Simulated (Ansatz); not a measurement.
## BN in Ansatz: the effect of functional

Crystal: BN.

```
N B
1.0
     0.00000    1.81300    1.81300
     1.81300    0.00000    1.81300
     1.81300    1.81300    0.00000
N B
1 1
Direct
  0.25000 0.25000 0.25000
  0.00000 0.00000 0.00000
```

The cell is a database's computed one.

Alike in all runs:

```yaml
Program: Ansatz 0.2.0
Task: single point
Potentials_or_basis: all-electron PAW datasets made for the crystal
k_mesh: 8 × 8 × 8
Occupations: fermi-dirac, width 0.05 eV
Spin: no spin polarisation
```

Task: One run gave: gap on the mesh 4.46 eV; pressure -0.4 GPa. Which functional did it use?
A. PBE0
B. HSE06
C. PBE

Result: C.

| functional | cutoff | gap on the mesh (eV) | pressure (GPa) |
| --- | --- | --- | --- |
| PBE | 520 eV (chosen from the basis error) | 4.46 | -0.4 |
| HSE06 | 580 eV (chosen from the basis error) | 5.77 | -9.5 |
| PBE0 | 580 eV (chosen from the basis error) | 6.54 | -9.5 |

A k mesh can miss the band edges.
